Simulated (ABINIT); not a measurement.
Wanted: the native input for an ABINIT 10.8.3 (patched build) run.

| Item | Value |
| --- | --- |
| Task | single point |
| Functional | PBE |
| Potentials or basis | JTH PAW PBE v2.0 |
| Cutoff | 626 eV |
| k mesh | 7 × 7 × 7 |
| Occupations | fermi-dirac, width 0.05 eV |
| Spin | no spin polarisation |
| Fine-grid cutoff | 1224.51 eV |

Crystal: KTaO3.

```
Ta K O
1.0
     3.98830    0.00000    0.00000
     0.00000    3.98830    0.00000
     0.00000    0.00000    3.98830
Ta K O
1 1 3
Cartesian
  0.0000 0.0000 0.0000
  1.9942 1.9942 1.9942
  0.0000 0.0000 1.9942
  0.0000 1.9942 0.0000
  1.9942 0.0000 0.0000
```

The input as run:

run.abi

```
pp_dirpath "./"
pseudos "Ta.GGA_PBE-JTH.xml, K.GGA_PBE-JTH.xml, O.GGA_PBE-JTH.xml"

acell 3*1.0 Angstrom
rprim
     3.9883000000     0.0000000000     0.0000000000
     0.0000000000     3.9883000000     0.0000000000
     0.0000000000     0.0000000000     3.9883000000
ntypat 3
znucl 73 19 8
natom 5
typat 1 2 3 3 3
xred
     0.0000000000     0.0000000000     0.0000000000
     0.5000000000     0.5000000000     0.5000000000
     0.0000000000     0.0000000000     0.5000000000
     0.0000000000     0.5000000000     0.0000000000
     0.5000000000     0.0000000000     0.0000000000

ecut 625.861884 eV
pawecutdg 45.0
pawxcdev 0

kptopt 1
ngkpt 7 7 7
nshiftk 1
shiftk 0.0 0.0 0.0

ixc 11

nband 24
occopt 3
tsmear 0.00183747

nstep 100
tolvrs 1.0e-9

iomode 3
prtwf 0
prteig 0
prtebands 0
prtden 1
prtvha 1
prtvclmb 1
prtpot 1
```

Potentials or basis: JTH PAW PBE v2.0.

Run with:

```sh
$ abinit run.abi > log 2>&1
```

It gave:

The pressure is 5.5 GPa. The band gap on the k mesh is 2.24 eV, indirect (least direct gap 2.80 eV).

Caveat: spin-orbit coupling is left out, which moves the levels of the heavy elements; an odd mesh through Γ misses points on the zone boundary, where band edges often lie; the atomic spheres overlap.

Wall time 66 s on 1 thread of Arm Neoverse V2 (shared host), peak memory 0.16 GiB.
